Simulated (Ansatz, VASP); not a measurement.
Se in VASP and in Ansatz

```xyz
1
Lattice="2.8106 0.0000 0.0000 0.0000 2.8106 0.0000 0.0000 0.0000 2.9230" Properties=species:S:1:pos:R:3 pbc="T T T"
Se    0.0000    0.0000    0.0000
```

Change from the starting cell: strain = 0.04.

Alike in both runs: task single point; functional PBE; k mesh 9 × 9 × 9; occupations fermi-dirac, width 0.05 eV; no spin polarisation.

```csv
,VASP,Ansatz
version,VASP 6.6.1,Ansatz 0.2.0
potentials or method,"VASP PAW PBE potentials, release 64 (Se)",Ansatz PAW
plane-wave cutoff (eV),520,420
valence electrons in the cell,6,16
```

```csv
,VASP,Ansatz,Ansatz less VASP
gap on the k mesh at the Fermi level (eV),none,none,-
pressure (GPa),-0.6,-0.7,-0.02
largest component of the traceless stress (GPa),0.64,0.63,-0.009
```

A gap of «none» marks a metal or a gap that the smearing closes. The two sets of potentials don't hold the same shells in valence.
